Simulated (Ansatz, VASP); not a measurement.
Two plane-wave programs on GaP

Contents of INCAR:

```
PREC = Accurate
ENCUT = 600
EDIFF = 1E-6
ISMEAR = 0
SIGMA = 0.02
LREAL = False
LASPH = True
NELM = 100
ALGO = Normal
ISIF = 3
LWAVE = False
LCHARG = False
GGA = PS
IBRION = 2
NSW = 100
EDIFFG = -0.005
```

The input KPOINTS:

```
regular mesh
0
Gamma
  8 8 8
```

File POSCAR:

```
GaP
1.0
    0.0000000000      2.7252500000      2.7252500000
    2.7252500000      0.0000000000      2.7252500000
    2.7252500000      2.7252500000      0.0000000000
Ga P
1 1
Direct
    0.0000000000      0.0000000000      0.0000000000
    0.7500000000      0.7500000000      0.7500000000
```

Input for Ansatz:

```yaml
crystal:
  lattice:
    - [0.0, 2.72525, 2.72525]
    - [2.72525, 0.0, 2.72525]
    - [2.72525, 2.72525, 0.0]
  atoms:
    - { symbol: Ga, position: [0.0, 0.0, 0.0] }
    - { symbol: P, position: [0.75, 0.75, 0.75] }
basis:
  ecutwfc: 420
kpoints:
  mp_grid: { grid: [8, 8, 8] }
hamiltonian:
  xc: pbesol
  pseudopotentials: { kind: paw, azcp: { folder: soft_1 } }
scf:
  occupations: { method: gaussian, width: 0.02 }
output:
  forces: true
  stress: true
  eigenvalues: true
relax:
  adjacent_minimum: "off"
  f_tol: 0.005
  max_steps: 80
  cell: { stress_tol: 0.05 }
```

Alike in both runs: task relaxation of cell and atoms; functional PBEsol; k mesh 8 × 8 × 8; occupations gaussian, width 0.02 eV; no spin polarisation.

```csv
,VASP,Ansatz
version,VASP 6.6.1,Ansatz 0.2.0
potentials or method,"VASP PAW PBE potentials, release 64 (Ga_d, P)","scalar-relativistic, plane waves, PAW"
plane-wave cutoff (eV),600,420
valence electrons in the cell,18,18
```

Ansatz gave:

| Property | Result |
| --- | --- |
| gap on the k mesh at the Fermi level, each at its own relaxed structure (eV) | 1.50 |
| relaxed volume (Å³/atom) | 20.11 |
| relaxed cell length with the largest relative difference (Å) | 3.846 |

Problem. What did VASP give for the same quantities?

Solution. gap on the k mesh at the Fermi level, each at its own relaxed structure (eV): 1.50; relaxed volume (Å³/atom): 20.09; relaxed cell length with the largest relative difference (Å): 3.844.

Ansatz warned: «pseudo_functional_mismatch».

Caveats: the PAW data sets were made with another functional, which shifts forces and pressure a little (VASP). A k mesh can miss the band edges.
